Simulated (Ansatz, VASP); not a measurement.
HfB in VASP and in Ansatz

File INCAR:

```
  PREC = Accurate
  ENCUT = 520
  EDIFF = 1E-7
  ISMEAR = -1
  SIGMA = 0.1
  LREAL = F
  LASPH = T
  NELM = 60
  ALGO = Normal
  ISIF = 2
  LWAVE = F
  LCHARG = T
  GGA = PE
  LELF = T
  LVHAR = T
  NBANDS = 14
```

Contents of KPOINTS:

```
Automatic mesh
0
Gamma
  21 21 21
```

File POSCAR:

```
HfB
1.0
    0.0000000000      2.3100000000      2.3100000000
    2.3100000000      0.0000000000      2.3100000000
    2.3100000000      2.3100000000      0.0000000000
Hf B
1 1
Direct
    0.5216450216      0.5216450216      0.4783549784
    0.0000000000      0.0000000000      0.0000000000
```

Input for Ansatz:

```yaml
crystal:
  lattice:
    - [0.0, 2.31, 2.31]
    - [2.31, 0.0, 2.31]
    - [2.31, 2.31, 0.0]
  atoms:
    - { symbol: Hf, position: [0.5216450216, 0.5216450216, 0.4783549784] }
    - { symbol: B, position: [0.0, 0.0, 0.0] }
hamiltonian:
  xc: pbe
  pseudopotentials:
    kind: all_electron
    lapw: { basis_error: 0.001, muffin_tin_radii: { B: 0.831, Hf: 1.296 } }
kpoints:
  mp_grid: { grid: [21, 21, 21] }
scf:
  occupations: { method: fermi_dirac, width: 0.1 }
  convergence: { dr2_threshold: 1.0e-09 }
output:
  eigenvalues: true
  forces: true
  stress: true
```

Alike in both runs: task single point; functional PBE; k mesh 21 × 21 × 21; occupations fermi-dirac, width 0.1 eV; no spin polarisation.

```csv
,VASP,Ansatz
version,VASP 6.6.1,Ansatz 0.2.0
potentials or method,"VASP PAW PBE potentials, release 64 (Hf_pv, B)","all-electron LAPW, scalar-relativistic"
plane-wave cutoff (eV),520,see its input
```

Ansatz gave:

* gap on the k mesh at the Fermi level (eV): none
* rms of the force components (eV/Å): 0.684

Problem. What did VASP give for the same quantities?

Solution. gap on the k mesh at the Fermi level (eV): none; rms of the force components (eV/Å): 0.685.

Atom by atom the forces differ by 0.001 eV/Å (rms over components). A gap of «none» marks a metal or a gap that the smearing closes. Ansatz ran all-electron here, so the differences hold the error of VASP's frozen core and of both bases.

Caveats: forces of over 1 eV/Å show positions far from the minimum, so gaps and moduli don't describe the material at rest. The runs have no spin-orbit coupling, so splittings on Hf are missing.
